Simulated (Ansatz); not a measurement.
**Sb, hcp: how the functional moves the structure**

All rows: Ansatz, plane waves with scalar-relativistic PAW, 420 eV (500 eV for the SCAN forms), relaxed under each functional, no dispersion correction, no zero-point motion. B₀ comes from uniform scaling at fixed shape; a dash is a value not given.

```
functional  V (Å³/atom)                                    cell  B₀ (GPa)     magnetic state  ΔE to A7 rhombohedral (meV/atom)
       PBE        27.41  a = 3.369 Å, c = 5.578 Å (c/a = 1.656)        58  spin not included                               283
    PBEsol        26.09  a = 3.315 Å, c = 5.482 Å (c/a = 1.654)        67  spin not included                               223
       LDA        25.63  a = 3.296 Å, c = 5.449 Å (c/a = 1.653)        70  spin not included                               243
    revPBE        27.85  a = 3.386 Å, c = 5.609 Å (c/a = 1.657)        56  spin not included                               300
      RPBE        28.04  a = 3.392 Å, c = 5.626 Å (c/a = 1.658)        54  spin not included                               308
      BLYP        30.27  a = 3.469 Å, c = 5.811 Å (c/a = 1.675)        46  spin not included                               521
```

Problem. What does r²SCAN give?

Solution. V (Å³/atom): 27.05; cell: a = 3.349 Å, c = 5.570 Å (c/a = 1.663); B₀ (GPa): 61; magnetic state: spin not included; ΔE to A7 rhombohedral (meV/atom): 429.
